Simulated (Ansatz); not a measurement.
Structure from Materials Project entry mp-569360 (possibly hypothetical), not relaxed further.

An input for Hg: DFT, r2SCAN, all-electron PAW with datasets made for the crystal, scalar-relativistic (Ansatz 0.2.0).

Command: `ansatz run input.yaml --threads 1 --pin off --max-ram 4096MiB --backend cpu --events-out ev --progress --plain --runs-dir out` The run took 3.3 min on 1 thread of AMD EPYC 7R43 64-Core Processor (Zen 3), on a shared host, peak memory 1.9 GiB.

```yaml
crystal:
  lattice:
    - [3.3205578694, 0.0, 0.0]
    - [-1.4721436807, 3.0761348998, 0.0]
    - [-0.9583293978, -1.3972993748, 8.1206091033]
  atoms:
    - { symbol: Hg, position: [0.58607012, 0.74142229, 0.33525781] }
    - { symbol: Hg, position: [0.41392988, 0.25857771, 0.66474219] }
    - { symbol: Hg, position: [0.0, 0.0, 0.0] }
kpoints:
  mp_grid: { grid: [11, 11, 4] }
  band_path:
    path:
      - [0.0, 0.0, 0.0]
      - [0.0, 0.0, -0.5]
      - [0.0, -0.5, 0.0]
      - [0.0, 0.0, 0.0]
      - [-0.5, 0.0, 0.0]
      - [-0.5, 0.5, 0.5]
      - [0.0, 0.0, 0.0]
      - [-0.5, 0.5, 0.0]
      - [-0.5, 0.0, 0.5]
    npoints: 8
scf:
  occupations: { method: fermi_dirac, width: 0.05 }
hamiltonian:
  xc: r2scan
  pseudopotentials: { kind: all_electron, datasets: crystal }
output:
  forces: true
  stress: true
  eigenvalues: true
  efg: { contact_densities: true }
```

Set-up and iterations as logged by Ansatz (the results part is left out, to be predicted):

```
hamiltonian.pseudopotentials.datasets: crystal makes datasets for this crystal and solves the spheres of its atoms anew in each pass: cutoff 260.0 eV, the density's 1820.0 eV; for an error of 0.50 meV an atom under PBE, 1.5 meV for the cell; an energy difference from a run of another recipe may be off by several times the error for the cell, under r2SCAN by more, where some 0.1 meV an atom stays at smaller errors; Hg in spheres of 1.376 Å, 20 of its electrons in bands
Engine: ansatz 0.2.0
Pseudopotentials: kind: all_electron
Pseudopotential: Hg, paw, valence charge 20, recommended cutoff 260 eV (normal), Koelling and Harmon's equation, gaussian nucleus
Functional definition: r2SCAN
  parameter k0 = 0.174
  parameter k1 = 0.065
  parameter a1 = 4.9479
  exchange = r2scan_x(k0 = k0, k1 = k1, a1 = a1)
  correlation = r2scan_c
Crystal: 3 atoms, lattice volume = 82.948 Å³
Basis set: ecut = 260 eV, 799 PW (Γ), exchange–correlation on 72×72×180 points (27 copies of the dense FFT grid, shifted against one another)
Bands: 36, of which v1, the nominal top of the filled ones, is band 30 counted from 1 (29 counted from 0)
Symmetry: 2 space group operations
Space group: P-1 (ITA 2), of the structure as read, at distance tolerance 4.4e-5 Å
k-points: 243 of 484
Non-local potential: Hg, projectors of the file, l = 0: 3, l = 1: 2, l = 2: 2
PAW form: soft (Blöchl's): semilocal exchange-correlation on the pseudo side does not see the compensation charge
PAW one-centre angular grid: Hg, 590 points (default); XC on its mesh's 1813 points in the sphere
Initial density: superposition of atomic densities (neutral atoms: chi_scale 0, normalization atom)
Initial wavefunctions: pseudopotential atomic-orbital guess
Functional: x = r2scan, c = r2scan; τ floored in thin density (d = 2e-4 eV/Å³)
iter 1 solved again at ethr=8.07e-5 eV; its pass at ethr=1.00e-1 eV (dr2=4.84e-2 eV) is discarded
SCF iter   1: F=—  HF=-1601678.039992 eV  |F-HF|=—  |Δ(HF+E_count)|=         —  Δρ=6.51e-3  dr2=5.21e-2  dr2_τ=8.30e-5  ethr=8.07e-5  ⟨swp⟩=5.2  Hψ=51402  notcnv=0
SCF iter   2: F=—  HF=-1601678.038937 eV  |F-HF|=—  |Δ(HF+E_count)|=   1.06e-3  Δρ=4.65e-3  dr2=2.64e-2  dr2_τ=8.29e-7  ethr=8.07e-5  ⟨swp⟩=2.0  Hψ=16084  notcnv=0  defer=5
iter 3 solved again at ethr=3.52e-6 eV; its pass at ethr=4.40e-5 eV (dr2=2.11e-3 eV) is discarded
SCF iter   3: F=—  HF=-1601678.052714 eV  |F-HF|=—  |Δ(HF+E_count)|=   1.38e-2  Δρ=1.80e-3  dr2=2.09e-3  dr2_τ=1.59e-5  ethr=3.52e-6  ⟨swp⟩=2.0  Hψ=41116  notcnv=0  defer=1
SCF iter   4: F=—  HF=-1601678.054964 eV  |F-HF|=—  |Δ(HF+E_count)|=   2.25e-3  Δρ=1.22e-3  dr2=7.60e-4  dr2_τ=5.60e-7  ethr=3.49e-6  ⟨swp⟩=3.0  Hψ=20203  notcnv=0  defer=1
SCF iter   5: F=—  HF=-1601678.055933 eV  |F-HF|=—  |Δ(HF+E_count)|=   9.69e-4  Δρ=5.89e-4  dr2=1.71e-4  dr2_τ=9.51e-8  ethr=1.27e-6  ⟨swp⟩=3.0  Hψ=20445  notcnv=0
SCF iter   6: F=—  HF=-1601678.055901 eV  |F-HF|=—  |Δ(HF+E_count)|=   3.17e-5  Δρ=1.02e-4  dr2=9.19e-6  dr2_τ=8.35e-7  ethr=2.85e-7  ⟨swp⟩=3.0  Hψ=17062  notcnv=0
SCF iter   7: F=—  HF=-1601678.055912 eV  |F-HF|=—  |Δ(HF+E_count)|=   1.10e-5  Δρ=6.40e-5  dr2=3.16e-6  dr2_τ=8.02e-9  ethr=1.53e-8  ⟨swp⟩=3.0  Hψ=16851  notcnv=0
SCF iter   8: F=—  HF=-1601678.055910 eV  |F-HF|=—  |Δ(HF+E_count)|=   1.96e-6  Δρ=1.89e-5  dr2=4.97e-7  dr2_τ=7.32e-10  ethr=5.26e-9  ⟨swp⟩=2.0  Hψ=16062  notcnv=0
SCF iter   9: F=—  HF=-1601678.055910 eV  |F-HF|=—  |Δ(HF+E_count)|=   2.32e-7  Δρ=8.21e-6  dr2=1.29e-7  dr2_τ=3.82e-11  ethr=8.29e-10  ⟨swp⟩=2.7  Hψ=16372  notcnv=0
SCF iter  10: F=—  HF=-1601678.055910 eV  |F-HF|=—  |Δ(HF+E_count)|=   6.75e-9  Δρ=2.34e-6  dr2=1.96e-8  dr2_τ=6.24e-11  ethr=2.15e-10  ⟨swp⟩=3.0  Hψ=18007  notcnv=0  defer=1
SCF iter  11: F=—  HF=-1601678.055910 eV  |F-HF|=—  |Δ(HF+E_count)|=   5.12e-9  Δρ=1.60e-6  dr2=9.87e-9  dr2_τ=4.06e-12  ethr=3.26e-11  ⟨swp⟩=2.3  Hψ=16127  notcnv=0
SCF iter  12: F=-1601678.055910 eV  HF=-1601678.055910 eV  |F-HF|=1.63e-9  |Δ(HF+E_count)|=  2.33e-10  Δρ=7.37e-7  dr2=2.87e-9  dr2_τ=5.02e-13  ethr=1.64e-11  ⟨swp⟩=2.7  Hψ=16246  notcnv=0
```

What pressure will this run report?

-0.29 GPa (positive in compression).

How large will the largest force be?

0.019 eV/Å.

Is there a band gap?

none: bands cross the Fermi level, a metal.
